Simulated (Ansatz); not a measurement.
The system is GaSb.

```xyz
2
Lattice="0.0000 3.0590 3.0590 3.0590 0.0000 3.0590 3.0590 3.0590 0.0000" Properties=species:S:1:pos:R:3 pbc="T T T"
Sb    4.5885    4.5885    4.5885
Ga    0.0000    0.0000    0.0000
```

Base run:

```yaml
Program: Ansatz 0.2.0
Functional: BLYP
Potentials_or_basis: all-electron LAPW, scalar-relativistic
Cutoff: 279 eV (chosen from the basis error)
Basis_error_allowed: 0.001 eV/atom
k_mesh: 8 × 8 × 8
Occupations: fermi-dirac, width 0.05 eV
Spin: no spin polarisation
```

Its results: pressure 5.3 GPa.

Task: After a change of settings the same cell gave: pressure 3.5 GPa. Which change was it?
A. functional from BLYP to LDA
B. functional from BLYP to PBE
C. functional from BLYP to revPBE
D. functional from BLYP to PBEsol

Result: C.
